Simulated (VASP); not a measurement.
Set up this calculation in VASP 6.6.1, as the native input.

```yaml
Task: single point
Functional: PBE
Potentials_or_basis: VASP PAW PBE potentials, release 64 (Sr_sv, O)
Cutoff: 520 eV
k_mesh: 6 × 6 × 4
Occupations: gaussian, width 0.01 eV
Spin: no spin polarisation
Dipole_correction: no
Further_INCAR_settings: ALGO = Normal; EDIFF = 1e-06; NBANDS = 24
```

The structure of SrO lies in POSCAR:

```
SrO
1.0
    4.2700252630      0.0000000000      0.0000000000
   -2.1350126315      3.6979503526      0.0000000000
    0.0000000000      0.0000000000      5.1444570048
Sr O
2 2
Direct
    0.3333333333      0.6666666667      0.2500000000
    0.6666666667      0.3333333333      0.7500000000
    0.6666666667      0.3333333333      0.2500000000
    0.3333333333      0.6666666667      0.7500000000
```

The cell was built by a generator and needn't be a form met in nature.

One way to write it, as run:

INCAR

```
SYSTEM = SrO
ALGO     = Normal         ! electronic algorithm
EDIFF    = 1E-6           ! SCF threshold, eV
ENCUT    = 520            ! plane-wave cutoff, eV
GGA      = PE             ! functional
ISIF     = 2              ! what is computed and relaxed
ISMEAR   = 0              ! smearing method
LASPH    = .TRUE.         ! aspherical terms in the spheres
LCHARG   = .TRUE.         ! write CHGCAR
LELF     = .TRUE.         ! ELF
LREAL    = .FALSE.        ! projectors in reciprocal space
LVHAR    = .TRUE.       
LWAVE    = .FALSE.        ! write WAVECAR
NBANDS   = 24             ! bands
NELM     = 60             ! most SCF steps
PREC     = Accurate       ! precision mode
SIGMA    = 0.01           ! smearing width, eV
```

KPOINTS

```
k-points
0
G
  6 6 4
  0 0 0
```

Potentials or basis: VASP PAW PBE potentials, release 64 (Sr_sv, O).

Launch:

```bash
$ cat potpaw_PBE.64/Sr_sv/POTCAR potpaw_PBE.64/O/POTCAR > POTCAR
$ mpirun -np 1 vasp_std > vasp.out
```

It gave:

The pressure is 1.7 GPa and the band gap on the k mesh is 2.64 eV, direct.

Run time: 30 s on 1 thread of Intel(R) Xeon(R) 6975P-C (Granite Rapids), on a shared host, peak memory 0.2 GiB.
